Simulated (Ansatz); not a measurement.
Level of theory: Ansatz 0.2.0, DFT PBE, scalar-relativistic, plane waves, PAW. Settings: cutoff 420 eV, Γ-centred meshes spaced at most about 0.3 Å⁻¹, and about 0.25 Å⁻¹ or finer for metals (2π included), Gaussian smearing. Spin is collinear in cells that carry moments; the others ran without spin or lost their moments.

All energies are static (0 K, no zero-point motion).

Problem. Which of these relaxed structures of CoH₄ is the lowest in energy?
1.
(opposed moments near 0.7 μB)
```
CELL_PARAMETERS angstrom
2.49952 0.00000 0.00000
-1.24976 2.16465 0.00000
0.00000 0.00000 16.56718
ATOMIC_POSITIONS crystal
Co 0.00000 0.00000 0.11486
H 0.66667 0.33333 0.06049
H 0.33333 0.66667 0.16922
H 0.66667 0.33333 0.33891
H 0.66667 0.33333 0.38374
H 0.66667 0.33333 0.56049
H 0.33333 0.66667 0.66922
H 0.66667 0.33333 0.83891
H 0.66667 0.33333 0.88374
Co 0.00000 0.00000 0.61486
```

2.
(no moments)
```
CELL_PARAMETERS angstrom
4.92593 0.00000 0.00000
0.00000 4.92593 0.00000
0.00000 0.00000 2.27324
ATOMIC_POSITIONS crystal
Co 0.50000 0.50000 0.50000
H 0.66821 0.66821 0.00000
H 0.33179 0.33179 0.00000
H 0.33179 0.66821 0.00000
H 0.66821 0.33179 0.00000
```

3.
(no moments)
```
CELL_PARAMETERS angstrom
2.63633 0.00000 0.00000
-1.31817 2.28313 0.00000
0.00000 0.00000 5.20737
ATOMIC_POSITIONS crystal
Co 0.00000 0.00000 0.00000
H 0.33333 0.66667 0.18586
H 0.33333 0.66667 0.81414
H 0.66667 0.33333 0.81414
H 0.66667 0.33333 0.18586
```

Solution. 1. The next of these, cell 2, lies 203 meV/atom higher. Forms: cell 1 P3m1; cell 2 P4/mmm; cell 3 P6/mmm. Counting H atoms around Co (those within 1.25 times the shortest such distance or 1.15 times the sum of covalent radii): cell 1 has Co 6; cell 2 has Co 8; cell 3 has Co 12. Cell 1 holds H–H pairs as short as in free H₂ molecules (shortest 0.74 Å) (bonds between like non-metal atoms; other contacts aren't counted). All come from invented guesses. Shaken at random and relaxed again, cell 3 falls into a cell with space group P-1 (No. 2), 255 meV/atom lower, so it is a saddle point or a shallow minimum. Even the lowest of the cells shown lies +0.08 eV/atom against the elements.

Weakly bound directions are ill-defined at this level, which has no dispersion term (P3m1, P4/mmm, P6/mmm), and this can change margins and order among such cells. With hydrogen, zero-point motion can shift such differences by 10 meV/atom or more. A magnetic state wasn't ruled out in cells without spin, among them P4/mmm. Another magnetic order may lie lower. Cells without such a test can be saddle points. Some types were kept out of the candidates beforehand, so the set may lack a known form.
